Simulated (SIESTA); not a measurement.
The system is Ge.

```
CELL_PARAMETERS angstrom
0.00000 2.82891 2.82891
2.82891 0.00000 2.82891
2.82891 2.82891 0.00000
ATOMIC_POSITIONS crystal
Ge 0.75000 0.75000 0.75000
Ge 0.50000 0.50000 0.50000
```

Base run:

- Program: SIESTA 5.4.2
- Functional: APBE
- Potentials or basis: PseudoDojo 0.4 standard (PBE files)
- Basis: DZP (energy shift 0.002 Ry)
- Grid cutoff: 800 Ry
- Energy shift: 0.002 Ry
- k mesh: 8 × 8 × 8
- Occupations: fermi-dirac, width 0.05 eV
- Spin: no spin polarisation

Its results: band gap on the k mesh none (metal or under the smearing width); pressure 8.3 GPa.

**Question.** After a change of settings the same cell gave: band gap on the k mesh none (metal or under the smearing width); pressure 5.3 GPa. Which change was it?
A. functional from APBE to PBE
B. functional from APBE to PBE; potentials or basis from PseudoDojo 0.4 standard (PBE files) to Ansatz (PBE files)
C. functional from APBE to PBE; basis from DZP (energy shift 0.002 Ry) to TZP (energy shift 0.002 Ry)
D. functional from APBE to vdW-DF-cx

**Answer.** D.

Caveats: semicore shells carry a single zeta, which can move pressures by several GPa and volumes by a few percent; the potentials were made for another functional, which shifts forces and pressure; the basis of atomic orbitals isn't converged, which shifts pressures, moduli and gaps.

Not every run made on this cell is shown here.
